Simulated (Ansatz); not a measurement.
# BN: the cost of one run

Computed with Ansatz 0.2.0 (DFT LDA, scalar-relativistic, plane waves, PAW, unless a step's input says otherwise).

3 further runs of the same task are left out: 3 set aside as unsound or not needed.

## (1) Starting point

Symmetry: R3m, No. 160, trigonal system. The conventional cell has a = 2.489 Å, b = 2.489 Å, c = 9.672 Å, α = 90.00°, β = 90.00°, γ = 120.00°. B (site symmetry 3m) is surrounded by 3 N at 1.44 Å. N (site symmetry 3m) has 3 B at 1.44 Å as nearest neighbours.

Coordinates:

```xyz
2
Lattice="1.2443 0.7184 3.2241 -1.2443 0.7184 3.2241 0.0000 -1.4368 3.2241" Properties=species:S:1:pos:R:3 pbc="T T T"
B     0.0000    0.0000    9.6698
N     0.0000    0.0000    3.2179
```

It goes back to an entry of the Materials Project, which need not be the stable form.

This cell was relaxed beforehand with the same method: volume 8.65 Å³/atom, gap on the mesh 4.04 eV.

## (2) The cell under 7 GPa

What is minimised here is the enthalpy; the energy can go up as the cell is squeezed.

File input.yaml:

```yaml
crystal:
  lattice:
    - [1.2442985526, 0.7183961043, 3.2240992006]
    - [-1.2442985526, 0.7183961043, 3.2240992006]
    - [0.0, -1.4367922086, 3.2240992005]
  atoms:
    - { symbol: B, position: [0.9997405139, 0.9997405139, 0.9997405139] }
    - { symbol: "N", position: [0.3326924861, 0.3326924861, 0.3326924861] }
basis:
  ecutwfc: 420
kpoints:
  mp_grid: { grid: [12, 12, 12] }
hamiltonian:
  xc: lda
scf:
  occupations: { method: fixed }
output:
  forces: true
  stress: true
  eigenvalues: true
  write_density: true
  write_potential: true
  elf: true
  volumetric_format: npy
relax:
  adjacent_minimum: "off"
  f_tol: 0.001
  max_steps: 60
  cell: { stress_tol: 0.02, p_target: 7.0 }
```

Started as:

```sh
ansatz run input.yaml --threads 1 --pin off --max-ram 3072MiB --backend cpu --events-out ev --progress --plain --runs-dir out
```

**Question.** How long does this run take on 1 thread of Intel Xeon 6975P-C (Granite Rapids), shared host, and how much memory does it need?

About 18 s, with a peak of 0.39 GiB.
